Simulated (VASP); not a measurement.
Here is a VASP 6.6.1 calculation.

File INCAR:

```
SYSTEM = ZnO
PREC = Accurate
ENCUT = 600
EDIFF = 1E-6
ISMEAR = 0
SIGMA = 0.02
LREAL = .FALSE.
LASPH = .TRUE.
NELM = 100
ALGO = Normal
ISIF = 3
LWAVE = .FALSE.
LCHARG = .FALSE.
GGA = PE
IBRION = 2
NSW = 100
EDIFFG = -0.005
```

The input KPOINTS:

```
regular mesh
0
G
  9 9 6
  0 0 0
```

Contents of POSCAR:

```
ZnO
1.0
    3.2493987239      0.0000000000      0.0000000000
   -1.6246993619      2.8140618419      0.0000000000
    0.0000000000      0.0000000000      5.2038000000
Zn O
2 2
Direct
    0.3333333333      0.6666666667      0.0000000000
    0.6666666667      0.3333333333      0.5000000000
    0.3333333333      0.6666666667      0.3821000000
    0.6666666667      0.3333333333      0.8821000000
```

Potentials or basis: VASP PAW PBE potentials, release 64 (Zn, O).

Command:

```console
$ cat potpaw_PBE.64/Zn/POTCAR potpaw_PBE.64/O/POTCAR > POTCAR
$ mpirun -np 1 vasp_std > vasp.out
```

(1) What does it give for the relaxed volume?

(2) Predict the relaxed cell.

## Answers

(1) 12.39 Å³/atom.

(2) a = 3.285 Å, b = 3.285 Å, c = 5.303 Å, α = 90.00°, β = 90.00°, γ = 120.00°.
